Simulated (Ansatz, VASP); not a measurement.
One calculation of WC4, two programs

```
CELL_PARAMETERS angstrom
-2.40981 2.40981 2.40981
2.40981 -2.40981 2.40981
2.40981 2.40981 -2.40981
ATOMIC_POSITIONS crystal
W 0.00000 0.00000 0.00000
C 0.00000 0.00000 0.50000
C 0.50000 0.00000 0.00000
C 0.50000 0.50000 0.50000
C 0.00000 0.50000 0.00000
```

Change from the starting cell: species swapped into the NiHg4 type (Im-3m, No. 229).

Alike in both runs: functional PBE; k mesh 6 × 6 × 6; occupations gaussian, width 0.1 eV; no spin polarisation.

Ansatz relaxed the structure, and its values are those at the end. VASP's run is a single point on that final structure, the one shown.

|  | VASP | Ansatz |
| --- | --- | --- |
| version | VASP 6.6.1 | Ansatz 0.2.0 |
| potentials or method | VASP PAW PBE potentials, release 64 (W_sv, C) | scalar-relativistic, plane waves, PAW |
| plane-wave cutoff (eV) | 520 | 420 |
| valence electrons in the cell | 30 | 30 |

```csv
,VASP,Ansatz,Ansatz less VASP
gap on the k mesh at the Fermi level (eV),none,none,-
pressure (GPa),0.0,-0.3,-0.29
```

A gap of «none» marks a metal or a gap that the smearing closes.

Spin-orbit coupling is left out, which matters for the levels of W.
